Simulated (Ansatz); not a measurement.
CaSe (rocksalt), relaxed with r2SCAN in Ansatz. It is cubic, Fm-3m (No. 225); conventional cell a = 5.935 Å, 26.13 Å³ an atom. Ca is surrounded by 6 Se at 2.97 Å; Se is surrounded by 6 Ca at 2.97 Å.

The axes x, y and z are those of this cell:
```
Ca Se
1.0
     0.00000    2.96754    2.96754
     2.96754    0.00000    2.96754
     2.96754    2.96754    0.00000
Ca Se
1 1
Direct
  0.00000 0.00000 0.00000
  0.50000 0.50000 0.50000
```

Unstrained: With PBE the valence top lies at Γ and the conduction bottom at X, 2.057 eV higher; the smallest vertical gap, at X, is 2.980 eV. With r2SCAN the valence top lies at Γ and the conduction bottom at X, 2.518 eV higher; the smallest vertical gap, at X, is 3.458 eV. HSE06 gives an indirect gap of 2.999 eV, from Γ to X; the least direct gap is 4.032 eV at X. Meshes: PBE 8×8×8, r2SCAN 8×8×8, HSE06 6×6×6. Strains are changes of length per length, and xy shears are angles. After each strain the atoms were relaxed again with r2SCAN within the symmetry that the strain leaves, so tilts or polar shifts that break it weren't tested; points keep the names that they have in the unstrained zone. The values are computed, spin-unpolarised, and not measurements.

(1) Estimate what epitaxial +3.0 % in the xy plane, free normal strain -1.00 % does to the gap.

(2) One strain changed the r2SCAN stress by xx -3.99, yy -3.99, zz +0.02 GPa (compression positive) and the gap by +0.117 eV (PBE), +0.113 eV (r2SCAN), +0.114 eV (HSE06). Which kind of strain was it, and roughly how large?

(3) Apply isotropic -1.0 % on every length. How far does the gap move, against the unstrained cell?

(4) Estimate what xy shear, engineering strain (angle) -1.0 % does to the gap.

(5) Apply uniaxial +5.0 % along [111], other directions held. How far does the gap move, against the unstrained cell?

Answers

(1) PBE: the gap goes from 2.057 to 2.148 eV (+0.091 eV); the X points, equivalent before, split by 24 meV, and the conduction bottom lies at those like (1/2, 1/2, 0). r2SCAN: the gap goes from 2.518 to 2.606 eV (+0.088 eV); the X points, equivalent before, split by 29 meV, and the conduction bottom lies at those like (1/2, 1/2, 0). HSE06: the gap goes from 2.999 to 3.089 eV (+0.090 eV); the X points, equivalent before, split by 33 meV, and the conduction bottom lies at those like (1/2, 1/2, 0). The r2SCAN energy rises by 17.0 meV an atom.

(2) Epitaxial +4.0 % in the xy plane, free normal strain -1.32 %. The pattern of the stress gives the kind; the size needs the stiffness, so it is an estimate.

(3) PBE: the gap goes from 2.057 to 1.984 eV (-0.073 eV). r2SCAN: the gap goes from 2.518 to 2.445 eV (-0.073 eV). HSE06: the gap goes from 2.999 to 2.920 eV (-0.079 eV). The r2SCAN energy rises by 3.9 meV an atom.

(4) PBE: the gap goes from 2.057 to 2.028 eV (-0.029 eV); with r2SCAN the top three valence levels at Γ, degenerate before, become 1+1+1 from the top over 59 meV. r2SCAN: the gap goes from 2.518 to 2.487 eV (-0.031 eV). HSE06: the gap goes from 2.999 to 2.968 eV (-0.031 eV). The r2SCAN energy rises by 0.2 meV an atom.

(5) PBE: the gap goes from 2.057 to 2.055 eV (-0.002 eV); with r2SCAN the top three valence levels at Γ, degenerate before, become 2+1 from the top over 291 meV. r2SCAN: the gap goes from 2.518 to 2.511 eV (-0.007 eV). HSE06: the gap goes from 2.999 to 3.000 eV (+0.001 eV). The r2SCAN energy rises by 18.1 meV an atom.

Spin-orbit coupling is left out.

The meshes of the hybrids are coarse, so their gaps aren't converged to the digits shown.

The splittings at Γ are without spin-orbit coupling, which regroups them where it is of like size or larger.
